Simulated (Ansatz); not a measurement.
Input of an Ansatz 0.2.0 run:

The input input.yaml:

```yaml
crystal:
  lattice:
    - [0.0, 2.24063, 2.24063]
    - [2.24063, 0.0, 2.24063]
    - [2.24063, 2.24063, 0.0]
  atoms:
    - { symbol: Ni, position: [0.0, 0.0, 0.0], spin: 1.0 }
    - { symbol: O, position: [0.75, 0.75, 0.75] }
hamiltonian:
  xc: pbe
  pseudopotentials: { kind: paw }
magnetization:
  spin_polarized: true
kpoints:
  mp_grid: { grid: [7, 7, 7] }
  band_path:
    path:
      - [[0.0, 0.0, 0.0], [0.5, 0.0, 0.5], [0.5, 0.25, 0.75], [0.375, 0.375, 0.75], [0.0, 0.0, 0.0], [0.5, 0.5, 0.5], [0.625, 0.25, 0.625], [0.5, 0.25, 0.75], [0.5, 0.5, 0.5], [0.375, 0.375, 0.75]]
      - [[0.625, 0.25, 0.625], [0.5, 0.0, 0.5]]
    npoints: 14
scf:
  occupations: { method: fermi_dirac, width: 0.05 }
  n_extra_bands: 6
output:
  forces: true
  stress: true
  eigenvalues: true
  fatbands: false
```

Potentials or basis: Ansatz PAW.

Launch:

```console
$ ansatz run input.yaml --threads 2 --pin off --max-ram 5632MiB --backend cpu --events-out ev --progress --plain --runs-dir out
```

(1) What does it give for the pressure?

(2) Estimate the site moments.

## Answers

(1) -0.3 GPa.

(2) Ni +1.44; O +0.36 μB.

Caveat: the pressure holds a Pulay correction of +0.6 GPa for the finite cutoff; a cell with one magnetic atom can't hold antiferromagnetic order, which such compounds often take; semilocal functionals often make such compounds metallic where correlation or magnetic order opens a gap, which also shifts bond lengths.
